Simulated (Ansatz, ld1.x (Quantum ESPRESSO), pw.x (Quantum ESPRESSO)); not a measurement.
**scandium: one change to the RRKJ potential, in the atom and in the bcc crystal**

```
Element                 : Sc (Z = 21)
Generator               : ld1.x (Quantum ESPRESSO) 7.5
Type                    : norm-conserving RRKJ (Kleinman–Bylander form)
Functional              : PBE
Relativity              : scalar-relativistic
Frozen core             : [Ar]
Valence charge          : 3
Reference configuration : 3d1 4s1 4p0 (charge +1)
Partial waves           : 4p (bound, empty): rc 3.60 bohr; 3d (bound): rc 1.70 bohr; 4s (bound): rc 3.10 bohr
Local potential         : the s channel
Core correction         : Bessel-smoothed model core, default radius (core density twice the valence density)
```

Change: core correction none.

Cutoffs, loose and tight: the cutoffs (Ry, on a coarse ladder) from which the occupation-weighted sum of valence levels, in a spherical-Bessel basis at the reference potential, stays within 10 and 1 mRy of its value at 400 Ry. They do not see the model core or the augmentation charge, which bear on the density cutoff. Test errors are all-electron minus pseudo excitation energies from the reference, over the configurations 3d1 4s2 4p0; 3d1 4s0 4p0; 3d1 4s1.5 4p0; 3d0 4s2 4p0; 3d0 4s2 4p1; 3d2 4s0 4p0; 3d2 4s1 4p0; variants that change the core or the reference have their own tests.

Crystal test: bcc Sc in pw.x 7.5, no spin, 13³ k-points, Fermi–Dirac smearing 0.01 Ry, cutoffs set for each file from its atomic test. The reference is all-electron LAPW (Ansatz 0.2.0) with the same functional, mesh and smearing; V0 and B0 come from Birch–Murnaghan fits to the pressures at five volumes. Errors are pseudo minus all-electron; Δ is the rms difference of the E(V) curves that follow from these fits, minima aligned, over ±6 % about the mean V0. Mesh and smearing are coarse, so the numbers serve the comparison and aren't converged zero-temperature values; the lattice is a test structure that the element need not adopt.

All-electron: a0 = 3.685 Å (V0 = 25.02 Å³/atom), B0 = 52.2 GPa.

Q: Does the change bring the crystal closer to the all-electron result?

A: The mean pressure error goes from +1.65 to +3.19 GPa, so the change moves the solid further from the all-electron pressures.

```tsv
quantity	base	changed
outcome (atom)	generated	generated
cutoff, loose (atom)	50 Ry	50 Ry
cutoff, tight (atom)	55 Ry	55 Ry
bound ghosts (atom)	none	none
largest test error (meV) (atom)	-473	+578
cutoffs in pw.x (Ry)	70/280	70/280
a0 (Å)	3.720	–
a0 error (%)	+0.97	–
B0 error (%)	+2.6	–
Δ (meV/atom)	8.5	–
mean pressure error (GPa)	+1.65	+3.19
```

A dash: not determined, or the minimum lies outside the volumes sampled.

Base: The largest radius (3.60 bohr) exceeds half the bond length (3.01 bohr), so the spheres overlap, which is one possible source of error among others. This is a poor potential for the solid. Changed file: The largest radius (3.60 bohr) exceeds half the bond length (3.01 bohr), so the spheres overlap, which is one possible source of error among others. This is a poor potential for the solid. The atomic cutoffs weigh occupied waves only.
